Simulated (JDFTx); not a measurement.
C: equation of state with PBEsol

**Experimental background.**

“Equation of state of cubic boron nitride at high pressures and temperatures”, 2007, arxiv:cond-mat/0702656 quotes, for a bulk crystal of C: bulk modulus 444.8 ± 0.8 GPa.

C:

```xyz
2
Lattice="0.0000 1.7834 1.7834 1.7834 0.0000 1.7834 1.7834 1.7834 0.0000" Properties=species:S:1:pos:R:3 pbc="T T T"
C     2.6751    2.6751    2.6751
C     1.7834    1.7834    1.7834
```

This isn't the form of C at room conditions, which is graphite.

```json
{"Program": "JDFTx 1.7.0 (patched build)", "Task": "equation of state", "Functional": "PBEsol", "Potentials or basis": "PseudoDojo-SR-PBEsol-0.4.1-standard with smoothed tails", "Cutoff": "1116 eV", "Density cutoff": "8925 eV", "k mesh": "13 × 13 × 13", "Occupations": "fermi-dirac, width 0.05 eV", "Spin": "no spin polarisation"}
```

```
Equilibrium volume                      : 5.63 Å³/atom
Bulk modulus                            : 449 GPa
Pressure derivative of the bulk modulus : 3.7
```

Energy against volume, from the lowest point:
```csv
volume (Å³/atom),energy (meV/atom)
5.332,24.26
5.445,8.91
5.558,1.04
5.672,0.00
5.785,5.16
5.899,15.97
6.012,31.92
```

Measured bulk modulus of C: 444.8 GPa (quoted in “Equation of state of cubic boron nitride at high pressures and temperatures”, 2007, arxiv:cond-mat/0702656). This calculation gives 449 GPa (+0.9 %). 3 values of this kind are on record (442 to 444.8 GPa); this one was drawn at random among those near their median, those with a stated uncertainty first. The fit is for a static lattice scaled at fixed shape and fixed fractional positions. The cell as given is a measured one (5.67 Å³/atom); PBEsol puts the equilibrium volume -0.7 % from it, thermal expansion not counted.
